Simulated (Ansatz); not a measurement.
Runs of Ansatz 0.2.0 on Bi2Se3 (Paraguanajuatite). It takes space group R-3m (No. 166, trigonal). The conventional cell has a = 4.143 Å, b = 4.143 Å, c = 28.636 Å, α = 90.00°, β = 90.00°, γ = 120.00°. Bi (site symmetry 3m) has 6 Se at 2.85 to 3.07 Å as nearest neighbours. Around Se (site symmetry 3m) lie 3 Bi at 2.85 Å. Se (site symmetry -3m) is surrounded by 6 Bi at 3.07 Å. 

```tsv
task	level	spin	cell	k mesh	cutoff (eV)	points for each segment of the path	gap on the mesh (eV)	pressure (GPa)	relaxed volume (Å³/atom)	largest force (eV/Å)
band structure	RPBE	off	as given	8 × 8 × 8	420	14	0.29	4.2	-	(b)
relaxation of cell and atoms	LDA	off	relaxed	8 × 8 × 8	420	-	-	0.0	27.13	-
relaxation of cell and atoms	PBE	off	relaxed	8 × 8 × 8	420	-	0.69	0.0	31.62	-
band structure	PBEsol	SOC, no magnetisation	as given	6 × 6 × 6	420	14	0.31	0.0	-	0.24
band structure	r2SCAN	off	as given	8 × 8 × 8	500	14	(c)	(a)	-	0.08
```

Alike in all rows: potentials or basis Ansatz PAW; smearing fermi-dirac 0.05 eV.

**Question.** Fill in the values left out.

**Answer.** (a) 1.4; (b) 0.16; (c) 0.49.

Caveats: the PAW data sets come from PBE, with cores solved anew for the run's functional, which leaves a small shift of forces and pressure (some runs); spin-orbit coupling is left out, which as a rule narrows the gap of such compounds by several tenths of an eV (some runs); the plane-wave basis is chosen anew once the cell has moved, so the energies of steps on either side of that aren't comparable (some runs); spin-orbit coupling is left out, which moves the levels of the heavy elements (some runs); the volume moved by +11 % from the deposited cell, more than functionals usually miss (some runs).

A k mesh can miss the band edges, and rows without SOC leave out spin-orbit coupling on Bi, Se.
